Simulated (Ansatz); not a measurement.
**Abstraction of H: C4H10 + Ga(SH)2 → C4H9 + GaH(SH)2**

Species: C4H10 `CCCC`, singlet; Ga(SH)2, doublet; C4H9 (1-butyl radical) `[CH2]CCC`, doublet; GaH(SH)2, singlet. A radical takes H: the energy is the difference in strength between the C–H bond broken and the Ga–H bond made.

Shapes, held fixed at every level: PBE0-D4/def2-TZVP. Flexible molecules stand in one conformer, not always the lowest. Programs: Ansatz 0.2.0. Electronic energies: no zero-point or thermal term.

| level | kind | ΔE (kJ/mol) |
| --- | --- | --- |
| MP2/def2-TZVPP | perturbation theory | +112.6 |
| HF/def2-TZVPP | Hartree–Fock | +82.4 |
| PBE-D4/def2-TZVPP | GGA | +115.5 |
| r2SCAN-D4/def2-TZVPP | meta-GGA | +99.3 |
| B3LYP-D4/def2-TZVPP | global hybrid | +109.8 |
| wB97M-V/def2-TZVPP | range-separated hybrid | +110.1 |
| wB97X-V/def2-TZVPP | range-separated hybrid | +101.3 |

wB97X-V/def2-TZVPP gives ΔE = +101.3 kJ/mol; the levels span +82.4 to +115.5. The median of the levels is +109.8. No measured value is set beside it here. Open shells run unrestricted. Relativity is left out for Ga. Outer-core shells of Ga are correlated, in sets that cover them unevenly.
